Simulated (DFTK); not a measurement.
**BN under changes of volume**

One of the cells (5.959 Å³/atom); the others are scaled copies at fixed shape and fractional positions:

```xyz
2
Lattice="0.0000 1.8130 1.8130 1.8130 0.0000 1.8130 1.8130 1.8130 0.0000" Properties=species:S:1:pos:R:3 pbc="T T T"
N     0.9065    0.9065    0.9065
B     0.0000    0.0000    0.0000
```

The cell is a database's computed one.

* Program: DFTK 0.8.2
* Functional: PBEsol
* Potentials or basis: dojo.nc.sr.pbesol.v0_4_1.standard.upf (PBEsol)
* Cutoff: 1143 eV
* k mesh: 13 × 13 × 13
* Occupations: fermi-dirac, width 0.05 eV
* Spin: no spin polarisation

| volume (Å³/atom) | energy over the lowest point (meV/atom) | pressure (GPa) | gap on the mesh (eV) |
| --- | --- | --- | --- |
| 5.602 | 15.56 | 19.5 | 4.48 |
| 5.721 | 4.51 | 10.3 | 4.46 |
| 5.840 | 0.00 | 1.9 | 4.43 |
| 5.959 | ? | ? | ? |
| 6.078 | 8.33 | -12.7 | 4.38 |
| 6.198 | 20.14 | -19.0 | 4.35 |
| 6.317 | 36.43 | -24.7 | 4.33 |

What does the run at 5.959 Å³/atom give?

Energy over the lowest point 1.45 meV/atom; pressure -5.7 GPa; gap on the mesh 4.41 eV.

Worked out: A Birch-Murnaghan fit of order 3 (a polynomial in V^(-2/3)) to the other rows has its minimum at 5.87 Å³/atom with B0 = V·E''(V) = 385 GPa and B' = 3.8. It gives 1.46 meV/atom at 5.959 Å³/atom, against the run's 1.45, and -dE/dV = -5.7 GPa, against -5.7. A straight line through the other rows of the gap, of slope -1.28 eV per unit of ln V, gives 4.40 eV, against the run's 4.41.

Energies are extrapolated to zero smearing.

Caveats: an odd mesh through Γ misses points on the zone boundary, where band edges often lie.
